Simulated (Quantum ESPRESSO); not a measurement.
# Rh (Fm-3m) in Quantum ESPRESSO: a series of runs

The runs below take Rh through phonon dispersion, with LDA, PBE.

Program: Quantum ESPRESSO 7.5. These are calculated values, not measurements. Logs are shortened: lines on timing, memory, paths and dates and some standing lists are left out, and cuts for length are marked.

### Step 1. Starting point

Symmetry: Fm-3m, No. 225, cubic system. Conventional cell: a = 3.796 Å, b = 3.796 Å, c = 3.796 Å, α = 90.00°, β = 90.00°, γ = 90.00°. Around Rh (site symmetry m-3m) lie 12 Rh at 2.68 Å.

### Step 2. Phonon dispersion, LDA

The input, pw.in:

```
&CONTROL
  calculation = 'scf'
  prefix = 'pwscf'
  outdir = './tmp'
  pseudo_dir = './pseudo'
  tprnfor = .true.
  tstress = .true.
  disk_io = 'low'
/
&SYSTEM
  ibrav = 0
  nat = 1
  ntyp = 1
  ecutwfc = 45
  ecutrho = 360
  nbnd = 13
  occupations = 'smearing'
  smearing = 'mv'
  degauss = 0.01469973
/
&ELECTRONS
  conv_thr = 2d-10
  electron_maxstep = 120
  mixing_beta = 0.5
/
ATOMIC_SPECIES
Rh   102.9055 rh_lda_v1.4.uspp.F.UPF
CELL_PARAMETERS angstrom
   0.0000000000    1.8978500000    1.8978500000
   1.8978500000    0.0000000000    1.8978500000
   1.8978500000    1.8978500000    0.0000000000
ATOMIC_POSITIONS angstrom
Rh     0.0000000000    0.0000000000    0.0000000000
K_POINTS automatic
12 12 12 0 0 0
```

The input, relax.in:

```
&CONTROL
  calculation = 'vc-relax'
  prefix = 'pwscf'
  outdir = './tmp'
  pseudo_dir = './pseudo'
  tprnfor = .true.
  tstress = .true.
  disk_io = 'low'
  nstep = 40
  forc_conv_thr = 0.0001
  etot_conv_thr = 1d-06
/
&SYSTEM
  ibrav = 0
  nat = 1
  ntyp = 1
  ecutwfc = 45
  ecutrho = 360
  nbnd = 13
  occupations = 'smearing'
  smearing = 'mv'
  degauss = 0.01469973
/
&ELECTRONS
  conv_thr = 2d-10
  electron_maxstep = 120
  mixing_beta = 0.5
/
&IONS
  ion_dynamics = 'bfgs'
/
&CELL
  cell_dynamics = 'bfgs'
  press = 0
  press_conv_thr = 0.2
/
ATOMIC_SPECIES
Rh   102.9055 rh_lda_v1.4.uspp.F.UPF
CELL_PARAMETERS angstrom
   0.0000000000    1.8978500000    1.8978500000
   1.8978500000    0.0000000000    1.8978500000
   1.8978500000    1.8978500000    0.0000000000
ATOMIC_POSITIONS angstrom
Rh     0.0000000000    0.0000000000    0.0000000000
K_POINTS automatic
12 12 12 0 0 0
```

The input, scf2.in:

```
&CONTROL
  calculation = 'scf'
  prefix = 'pwscf'
  outdir = './tmp'
  pseudo_dir = './pseudo'
  tprnfor = .true.
  tstress = .true.
  disk_io = 'low'
/
&SYSTEM
  ibrav = 0
  nat = 1
  ntyp = 1
  ecutwfc = 45
  ecutrho = 360
  nbnd = 13
  occupations = 'smearing'
  smearing = 'mv'
  degauss = 0.01469973
/
&ELECTRONS
  conv_thr = 1d-13
  electron_maxstep = 120
  mixing_beta = 0.5
  startingpot = 'file'
  startingwfc = 'file'
/
ATOMIC_SPECIES
Rh   102.9055 rh_lda_v1.4.uspp.F.UPF
CELL_PARAMETERS angstrom
   0.0000000000    1.8784336892    1.8784336892
   1.8784336892    0.0000000000    1.8784336892
   1.8784336892    1.8784336892    0.0000000000
ATOMIC_POSITIONS angstrom
Rh     0.0000000000    0.0000000000    0.0000000000
K_POINTS automatic
12 12 12 0 0 0
```

The input, ph.in:

```
phonon_bands of Rh
&INPUTPH
  prefix = 'pwscf'
  outdir = './tmp'
  tr2_ph = 1d-18
  fildyn = 'dyn'
  niter_ph = 90
  alpha_mix(1) = 0.4
  ldisp = .true.
  nq1 = 2
  nq2 = 2
  nq3 = 2
/
```

The input, q2r.in:

```
&INPUT
  fildyn = 'dyn'
  zasr = 'crystal'
  flfrc = 'fc'
/
```

The input, matdyn.in:

```
&INPUT
  asr = 'crystal'
  flfrc = 'fc'
  flfrq = 'freq'
  q_in_cryst_coord = .true.
  flvec = ' '
/
80
 0.0000000000  0.0000000000  0.0000000000
 0.0454545455  0.0000000000  0.0454545455
 0.0909090909  0.0000000000  0.0909090909
 0.1363636364  0.0000000000  0.1363636364
 0.1818181818  0.0000000000  0.1818181818
 0.2272727273  0.0000000000  0.2272727273
 0.2727272727  0.0000000000  0.2727272727
 0.3181818182  0.0000000000  0.3181818182
 0.3636363636  0.0000000000  0.3636363636
 0.4090909091  0.0000000000  0.4090909091
 0.4545454545  0.0000000000  0.4545454545
 0.5000000000  0.0000000000  0.5000000000
 0.5000000000  0.0500000000  0.5500000000
 0.5000000000  0.1000000000  0.6000000000
 0.5000000000  0.1500000000  0.6500000000
 0.5000000000  0.2000000000  0.7000000000
 0.5000000000  0.2500000000  0.7500000000
 0.4687500000  0.2812500000  0.7500000000
 0.4375000000  0.3125000000  0.7500000000
 0.4062500000  0.3437500000  0.7500000000
 0.3750000000  0.3750000000  0.7500000000
 0.3461538462  0.3461538462  0.6923076923
 0.3173076923  0.3173076923  0.6346153846
 0.2884615385  0.2884615385  0.5769230769
 0.2596153846  0.2596153846  0.5192307692
 0.2307692308  0.2307692308  0.4615384615
 0.2019230769  0.2019230769  0.4038461538
 0.1730769231  0.1730769231  0.3461538462
 0.1442307692  0.1442307692  0.2884615385
 0.1153846154  0.1153846154  0.2307692308
 0.0865384615  0.0865384615  0.1730769231
 0.0576923077  0.0576923077  0.1153846154
 0.0288461538  0.0288461538  0.0576923077
 0.0000000000  0.0000000000  0.0000000000
 0.0454545455  0.0454545455  0.0454545455
 0.0909090909  0.0909090909  0.0909090909
 0.1363636364  0.1363636364  0.1363636364
 0.1818181818  0.1818181818  0.1818181818
 0.2272727273  0.2272727273  0.2272727273
 0.2727272727  0.2727272727  0.2727272727
 0.3181818182  0.3181818182  0.3181818182
 0.3636363636  0.3636363636  0.3636363636
 0.4090909091  0.4090909091  0.4090909091
 0.4545454545  0.4545454545  0.4545454545
 0.5000000000  0.5000000000  0.5000000000
 0.5178571429  0.4642857143  0.5178571429
 0.5357142857  0.4285714286  0.5357142857
 0.5535714286  0.3928571429  0.5535714286
 0.5714285714  0.3571428571  0.5714285714
 0.5892857143  0.3214285714  0.5892857143
 0.6071428571  0.2857142857  0.6071428571
 0.6250000000  0.2500000000  0.6250000000
 0.5937500000  0.2500000000  0.6562500000
 0.5625000000  0.2500000000  0.6875000000
 0.5312500000  0.2500000000  0.7187500000
 0.5000000000  0.2500000000  0.7500000000
 0.5000000000  0.2750000000  0.7250000000
 0.5000000000  0.3000000000  0.7000000000
 0.5000000000  0.3250000000  0.6750000000
 0.5000000000  0.3500000000  0.6500000000
 0.5000000000  0.3750000000  0.6250000000
 0.5000000000  0.4000000000  0.6000000000
 0.5000000000  0.4250000000  0.5750000000
 0.5000000000  0.4500000000  0.5500000000
 0.5000000000  0.4750000000  0.5250000000
 0.5000000000  0.5000000000  0.5000000000
 0.4861111111  0.4861111111  0.5277777778
 0.4722222222  0.4722222222  0.5555555556
 0.4583333333  0.4583333333  0.5833333333
 0.4444444444  0.4444444444  0.6111111111
 0.4305555556  0.4305555556  0.6388888889
 0.4166666667  0.4166666667  0.6666666667
 0.4027777778  0.4027777778  0.6944444444
 0.3888888889  0.3888888889  0.7222222222
 0.3750000000  0.3750000000  0.7500000000
 0.6250000000  0.2500000000  0.6250000000
 0.5937500000  0.1875000000  0.5937500000
 0.5625000000  0.1250000000  0.5625000000
 0.5312500000  0.0625000000  0.5312500000
 0.5000000000  0.0000000000  0.5000000000
```

The input, matdyn_dos.in:

```
&INPUT
  asr = 'crystal'
  flfrc = 'fc'
  dos = .true.
  fldos = 'phdos'
  nk1 = 18
  nk2 = 18
  nk3 = 18
  deltaE = 1
  flvec = ' '
  flfrq = ' '
/
```

The input, matdyn_mesh.in:

```
&INPUT
  asr = 'crystal'
  flfrc = 'fc'
  flfrq = 'mesh'
  q_in_cryst_coord = .true.
  flvec = ' '
/
1000
 0.05000000  0.05000000  0.05000000
 0.05000000  0.05000000  0.15000000
 0.05000000  0.05000000  0.25000000
[... 997 further points of the even 10 x 10 x 10 mesh, shifted by half a step ...]
```

Potentials or basis: GBRV 1.5 LDA.

The run is started by

```
OMP_NUM_THREADS=1 pw.x -in pw.in > pw.out
OMP_NUM_THREADS=1 pw.x -in relax.in > relax.out
OMP_NUM_THREADS=1 pw.x -in scf2.in > scf2.out
OMP_NUM_THREADS=1 ph.x -in ph.in > ph.out
OMP_NUM_THREADS=1 q2r.x -in q2r.in > q2r.out
OMP_NUM_THREADS=1 matdyn.x -in matdyn.in > matdyn.out
OMP_NUM_THREADS=1 matdyn.x -in matdyn_dos.in > matdyn_dos.out
OMP_NUM_THREADS=1 matdyn.x -in matdyn_mesh.in > matdyn_mesh.out
```

pw.out:

```text
This program is part of the open-source Quantum ESPRESSO suite
     for quantum simulation of materials; please cite
[... 9 lines left out ...]
     --------------------
     sticks:   dense  smooth     PW     G-vecs:    dense   smooth      PW
     Sum         649     313    109                10777     3719     749

     Using Slab Decomposition

     bravais-lattice index     =            0
     lattice parameter (alat)  =       5.0720  a.u.
     unit-cell volume          =      92.2597 (a.u.)^3
     number of atoms/cell      =            1
     number of atomic types    =            1
     number of electrons       =        15.00
     number of Kohn-Sham states=           13
     kinetic-energy cutoff     =      45.0000  Ry
     charge density cutoff     =     360.0000  Ry
     scf convergence threshold =      2.0E-10
     mixing beta               =       0.5000
     number of iterations used =            8  plain     mixing
     Exchange-correlation=  SLA  PZ   NOGX NOGC
                           (   1   1   0   0   0   0   0)

     celldm(1)=   5.071959  celldm(2)=   0.000000  celldm(3)=   0.000000
     celldm(4)=   0.000000  celldm(5)=   0.000000  celldm(6)=   0.000000

     crystal axes: (cart. coord. in units of alat)
               a(1) = (   0.000000   0.707107   0.707107 )
               a(2) = (   0.707107   0.000000   0.707107 )
               a(3) = (   0.707107   0.707107   0.000000 )

     reciprocal axes: (cart. coord. in units 2 pi/alat)
               b(1) = ( -0.707107  0.707107  0.707107 )
               b(2) = (  0.707107 -0.707107  0.707107 )
               b(3) = (  0.707107  0.707107 -0.707107 )

     PseudoPot. # 1 for Rh read from file:
     rh_lda_v1.4.uspp.F.UPF
     Pseudo is Ultrasoft + core correction, Zval = 15.0
     Generated by new atomic code, or converted to UPF format
     Using radial grid of  969 points,  7 beta functions with:
                l(1) =   0
                l(2) =   0
                l(3) =   1
                l(4) =   1
                l(5) =   2
                l(6) =   2
                l(7) =   2
     Q(r) pseudized with  8 coefficients,  rinner =    1.200   1.200   1.200
                                                       1.200   1.200

     atomic species   valence    mass     pseudopotential
     Rh               15.00   102.90550     Rh( 1.00)

     48 Sym. Ops., with inversion, found

   Cartesian axes

     site n.     atom                  positions (alat units)
         1        Rh     tau(   1) = (   0.0000000   0.0000000   0.0000000  )

     number of k points=    72  Marzari-Vanderbilt smearing, width (Ry)=  0.0147
                       cart. coord. in units 2pi/alat
        k(    1) = (   0.0000000   0.0000000   0.0000000), wk =   0.0011574
        k(    2) = (   0.0589256   0.0589256  -0.0589256), wk =   0.0092593
        k(    3) = (   0.1178511   0.1178511  -0.1178511), wk =   0.0092593
        k(    4) = (   0.1767767   0.1767767  -0.1767767), wk =   0.0092593
        k(    5) = (   0.2357023   0.2357023  -0.2357023), wk =   0.0092593
        k(    6) = (   0.2946278   0.2946278  -0.2946278), wk =   0.0092593
[... 64 lines left out ...]
        k(   71) = (  -0.7071068   0.2357023   0.0000000), wk =   0.0138889
        k(   72) = (  -0.7071068   0.3535534   0.0000000), wk =   0.0069444

     Dense  grid:    10777 G-vectors     FFT dimensions: (  32,  32,  32)

     Smooth grid:     3719 G-vectors     FFT dimensions: (  24,  24,  24)

     Initial potential from superposition of free atoms

     starting charge      14.4999, renormalised to      15.0000

     negative rho (up, down):  5.356E-02 0.000E+00
     Starting wfcs are   12 randomized atomic wfcs +    1 random wfcs

     Self-consistent Calculation

     iteration #  1     ecut=    45.00 Ry     beta= 0.50
     Davidson diagonalization with overlap
     ethr =  1.00E-02,  avg # of iterations =  4.1

     negative rho (up, down):  5.594E-02 0.000E+00
[... 49 lines left out ...]
     iteration #  7     ecut=    45.00 Ry     beta= 0.50
     Davidson diagonalization with overlap
     ethr =  1.44E-11,  avg # of iterations =  2.8

     negative rho (up, down):  5.569E-02 0.000E+00

     End of self-consistent calculation

          k = 0.0000 0.0000 0.0000 (   459 PWs)   bands (ev):

   -25.0723 -25.0723 -25.0723  13.1041  18.0793  18.0793  18.0793  20.2219
    20.2219  37.7929  43.2343  43.2343  43.2343

          k = 0.0589 0.0589-0.0589 (   495 PWs)   bands (ev):
[... 121 lines left out ...]
   -25.5769 -25.2834 -25.1447  16.0421  17.4857  18.0996  18.9643  19.8991
    22.6872  35.1525  37.9657  41.5234  45.2498

          k = 0.0000-0.2357 0.2357 (   475 PWs)   bands (ev):

   -25.4483 -25.2226 -25.1162  15.5067  17.2234  18.4039  19.0737  19.3766
    21.4920  37.3900  38.8576  43.3904  43.5441

          k = 0.3536 0.0000 0.0000 (   480 PWs)   bands (ev):

   -25.4407 -25.2118 -25.2118  15.4727  16.4610  19.2493  19.7277  19.7277
    20.9617  39.9062  40.1972  40.1972  41.4916

          k = 0.4125 0.0589-0.0589 (   465 PWs)   bands (ev):
[... 21 lines left out ...]
   -25.6560 -25.4500 -25.2142  16.4158  17.2691  18.0182  19.3734  20.8210
    25.9635  31.9490  35.0478  40.8483  42.0406

          k = 0.0000-0.3536 0.3536 (   481 PWs)   bands (ev):

   -25.6154 -25.3920 -25.1773  16.7227  17.2613  17.7053  19.3032  20.1019
    24.2795  34.6124  35.3442  40.9481  44.3583

          k = 0.4714 0.0000-0.0000 (   472 PWs)   bands (ev):
[... 31 lines left out ...]
   -25.7588 -25.3664 -25.3379  14.9956  15.3480  21.2804  21.5154  22.1009
    25.0180  33.6365  34.2843  35.2404  44.1040

          k = 0.0000-0.5893 0.5893 (   466 PWs)   bands (ev):

   -25.7269 -25.4327 -25.3225  15.2416  15.7335  20.1975  21.1234  21.9342
    27.1401  31.8175  33.4844  36.1704  43.5308

          k =-0.7071 0.0000 0.0000 (   468 PWs)   bands (ev):

   -25.7830 -25.3493 -25.3493  14.8180  15.1786  21.7862  22.2186  22.2186
    24.4265  33.4733  34.6395  34.6395  44.1714

          k = 0.2357 0.1179 0.0000 (   473 PWs)   bands (ev):

   -25.3285 -25.1639 -25.1175  14.7592  17.2600  18.5987  18.8461  19.5931
    20.7004  39.0927  39.5680  42.6474  44.1175

          k = 0.2946 0.1768-0.0589 (   477 PWs)   bands (ev):
[... 16 lines left out ...]
   -25.7792 -25.2764 -25.2054  15.5613  17.4988  18.5604  19.3962  21.6920
    24.9520  29.6837  37.8433  40.3563  42.2836

          k = 0.3536 0.1179 0.0000 (   475 PWs)   bands (ev):

   -25.4836 -25.2361 -25.1881  15.7446  16.5958  18.4682  19.7203  20.1067
    21.4066  37.9516  39.0698  41.1343  42.6214

          k = 0.4125 0.1768-0.0589 (   468 PWs)   bands (ev):
[... 21 lines left out ...]
   -25.6420 -25.3670 -25.1960  16.4360  17.3977  17.5803  19.4238  20.5988
    24.2918  33.5230  36.4912  39.9651  44.5425

          k = 0.0000-0.2357 0.3536 (   472 PWs)   bands (ev):

   -25.5601 -25.3023 -25.1634  16.3733  16.9326  17.8640  19.6502  19.7728
    22.7350  36.0401  37.3267  41.0831  44.4166

          k = 0.4714 0.1179-0.0000 (   469 PWs)   bands (ev):
[... 36 lines left out ...]
   -25.6506 -25.5133 -25.3083  15.7759  16.4457  18.7836  20.4057  21.7926
    29.2860  30.1027  33.2398  36.6701  43.8230

          k =-0.7071 0.1179-0.0000 (   464 PWs)   bands (ev):

   -25.7546 -25.3790 -25.3513  15.0787  15.4278  20.8056  21.4153  22.2194
    26.0377  33.1938  34.1906  34.3836  44.8134

          k =-0.2357-0.4714 0.7071 (   467 PWs)   bands (ev):
[... 21 lines left out ...]
   -25.6281 -25.5128 -25.3328  16.1038  16.7399  18.0229  20.1542  22.0048
    29.1526  30.9232  33.7270  34.9284  45.8061

          k = 0.0000-0.3536 0.5893 (   470 PWs)   bands (ev):

   -25.5970 -25.5454 -25.3116  16.3526  17.2316  17.3735  20.0088  21.7734
    28.5797  31.5716  33.1622  36.0095  45.7978

          k =-0.7071 0.2357 0.0000 (   470 PWs)   bands (ev):

   -25.6766 -25.4598 -25.3553  15.7161  16.1636  18.9371  20.5467  22.2211
    28.4647  32.6731  32.8660  34.0803  45.7815

          k =-0.7071 0.3536 0.0000 (   464 PWs)   bands (ev):

   -25.5688 -25.5688 -25.3573  16.1379  17.3524  17.3524  20.0050  22.2219
    30.8499  30.8499  32.4528  33.9693  47.6458

     the Fermi energy is    21.2112 ev

!    total energy              =    -171.34437552 Ry
     estimated scf accuracy    <          7.6E-11 Ry
     smearing contrib. (-TS)   =       0.00041636 Ry
     internal energy E=F+TS    =    -171.34479188 Ry

     The total energy is F=E-TS. E is the sum of the following terms:
     one-electron contribution =     -22.43135226 Ry
     hartree contribution      =      24.71400777 Ry
     xc contribution           =     -29.80785731 Ry
     ewald contribution        =    -143.81959008 Ry

     convergence has been achieved in   7 iterations

     negative rho (up, down):  5.569E-02 0.000E+00

     Forces acting on atoms (cartesian axes, Ry/au):

     atom    1 type  1   force =     0.00000000    0.00000000    0.00000000

     Total force =     0.000000     Total SCF correction =     0.000000

     Computing stress (Cartesian axis) and pressure

     negative rho (up, down):  5.569E-02 0.000E+00
          total   stress  (Ry/bohr**3)                   (kbar)     P=      -91.85
  -0.00062439  -0.00000000  -0.00000000          -91.85       -0.00       -0.00
  -0.00000000  -0.00062439  -0.00000000           -0.00      -91.85       -0.00
  -0.00000000  -0.00000000  -0.00062439           -0.00       -0.00      -91.85

=------------------------------------------------------------------------------=
   JOB DONE.
=------------------------------------------------------------------------------=
```

Wall time 7.2 min (1 thread of Arm Neoverse V1, shared host); peak memory 0.09 GiB.

Results:

* Free energy: -2331.2711 eV
* Relaxed volume: 13.26 Å³/atom
* Relaxed cell: a = 2.657 Å, b = 2.657 Å, c = 2.657 Å, α = 60.00°, β = 60.00°, γ = 60.00°
* Space group after relaxing (to 0.05 Å): Fm-3m (No. 225)
* Pressure after relaxing: 0.0 GPa
* Band gap on the k mesh: none (metal or under the smearing width)
* Highest phonon frequency: 263 cm⁻¹
* Zero-point energy: 0.035 eV/atom

Step by step:
```tsv
step	energy change (eV)	largest force (eV/Å)	pressure (GPa)	volume (Å³)
1	0.0000	0.0000	-9.19	13.67
2	-0.0084	0.0000	5.48	13.04
3	-0.0121	0.0000	-0.33	13.27
4	-0.0122	0.0000	-0.01	13.26
5	-0.0122	0.0000	0.01	13.26
```

Final structure:
```cif
data_structure
_symmetry_space_group_name_H-M 'P 1'
_symmetry_Int_Tables_number 1
_cell_length_a 2.6565
_cell_length_b 2.6565
_cell_length_c 2.6565
_cell_angle_alpha 60.000
_cell_angle_beta 60.000
_cell_angle_gamma 60.000
_cell_volume 13.26
loop_
_atom_site_label
_atom_site_type_symbol
_atom_site_fract_x
_atom_site_fract_y
_atom_site_fract_z
_atom_site_occupancy
Rh1 Rh 0.00000 0.00000 0.00000 1
```

Levels at points of the mesh, in eV from the Fermi level:
| k point | band 3 | band 4 | band 5 | band 6 | band 7 | band 8 | band 9 | band 10 | band 11 | band 12 |
| --- | --- | --- | --- | --- | --- | --- | --- | --- | --- | --- |
| (0.00, 0.00, 0.00) | -46.34 | -8.34 | -3.29 | -3.29 | -3.29 | -1.04 | -1.04 | 16.58 | 22.21 | 22.21 |
| (0.00, 0.00, -0.50) | -46.46 | -6.49 | -3.37 | -3.37 | 0.62 | 0.62 | 0.64 | 8.93 | 16.00 | 22.02 |
| (0.00, -0.50, -0.50) | -46.65 | -6.70 | -6.33 | 0.60 | 1.06 | 1.06 | 3.25 | 12.66 | 13.62 | 13.62 |

Phonon frequencies in cm⁻¹ (negative: imaginary):
| q point | frequencies |
| --- | --- |
| (0.000, 0.000, 0.000) | 0 0 0 |
| (0.318, 0.000, 0.318) | 171 171 217 |
| (0.500, 0.150, 0.650) | 202 214 247 |
| (0.346, 0.346, 0.692) | 182 232 234 |
| (0.144, 0.144, 0.288) | 95 125 168 |
| (0.091, 0.091, 0.091) | 43 43 74 |
| (0.409, 0.409, 0.409) | 145 145 252 |
| (0.589, 0.321, 0.589) | 178 212 247 |
| (0.500, 0.275, 0.725) | 200 230 233 |
| (0.500, 0.450, 0.550) | 155 161 261 |
| (0.431, 0.431, 0.639) | 170 194 253 |
| (0.562, 0.125, 0.562) | 198 209 253 |

Phonon frequencies at the corners of the path (cm⁻¹, interpolated; i marks imaginary ones):
```tsv
point	frequencies
Γ	0 0 0
X	201 201 256
W	202 231 231
K	189 226 242
L	151 151 263
U	189 226 242
```

Phonon states per cell in windows of 20 cm⁻¹ (negative: imaginary):
```tsv
from (cm⁻¹)	total
0	0.00
20	0.00
40	0.01
60	0.03
80	0.06
100	0.10
120	0.18
140	0.36
160	0.49
180	0.55
200	0.37
220	0.34
240	0.50
260	0.01
```

Harmonic thermodynamics per atom at this volume (zero-point energy 35.0 meV, Debye temperature from the second moment 360 K):
```tsv
T (K)	free energy (meV)	entropy (k_B)	heat capacity Cv (k_B)
50	34.9	0.17	0.51
100	32.6	0.91	1.69
200	18.0	2.43	2.57
298.15	-7.3	3.50	2.79
500	-82.1	4.98	2.92
800	-230.2	6.37	2.97
```

Caveat: the q mesh is small, so phonon branches between its points and thermal values are rough.

(Part 1 of 2 ends here.)
